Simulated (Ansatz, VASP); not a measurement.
One calculation of Ca, two programs

File INCAR:

```
SYSTEM = Ca
  PREC = Accurate
  ENCUT = 520
  EDIFF = 1E-7
  ISMEAR = 0
  SIGMA = 0.15
  LREAL = .False.
  LASPH = .True.
  NELM = 100
  ALGO = Fast
  ISIF = 2
  LWAVE = .False.
  LCHARG = .False.
  GGA = PE
  NBANDS = 11
```

File KPOINTS:

```
Automatic mesh
0
Gamma
  16 16 16
  0 0 0
```

File POSCAR:

```
Ca
1.0
   -2.2176000000      2.2176000000      2.2400000000
    2.2176000000     -2.2176000000      2.2400000000
    2.2176000000      2.2176000000     -2.2400000000
Ca
1
Direct
    0.0000000000      0.0000000000      0.0000000000
```

Input for Ansatz:

```yaml
crystal:
  lattice:
    - [-2.2176, 2.2176, 2.24]
    - [2.2176, -2.2176, 2.24]
    - [2.2176, 2.2176, -2.24]
  atoms:
    - { symbol: Ca, position: [0.0, 0.0, 0.0] }
basis:
  ecutwfc: 420
kpoints:
  mp_grid: { grid: [16, 16, 16] }
hamiltonian:
  xc: pbe
scf:
  occupations: { method: gaussian, width: 0.15 }
output:
  forces: true
  stress: true
  eigenvalues: true
```

Change from the starting cell: strain -0.0100 x Voigt [1, 1, 0, 0, 0, 0], atoms carried along.

Alike in both runs: task single point; functional PBE; k mesh 16 × 16 × 16; occupations gaussian, width 0.15 eV; no spin polarisation.

|  | VASP | Ansatz |
| --- | --- | --- |
| version | VASP 6.6.1 | Ansatz 0.2.0 |
| potentials or method | VASP PAW PBE potentials, release 64 (Ca_sv) | scalar-relativistic, plane waves, PAW |
| plane-wave cutoff (eV) | 520 | 420 |
| valence electrons in the cell | 10 | 10 |

|  | VASP | Ansatz | Ansatz less VASP |
| --- | --- | --- | --- |
| gap on the k mesh at the Fermi level (eV) | none | none | - |
| pressure (GPa) | -0.7 | -0.7 | -0.01 |

A gap of «none» marks a metal or a gap that the smearing closes. The functional is the same, so the differences come from potentials, cutoffs and numerics.
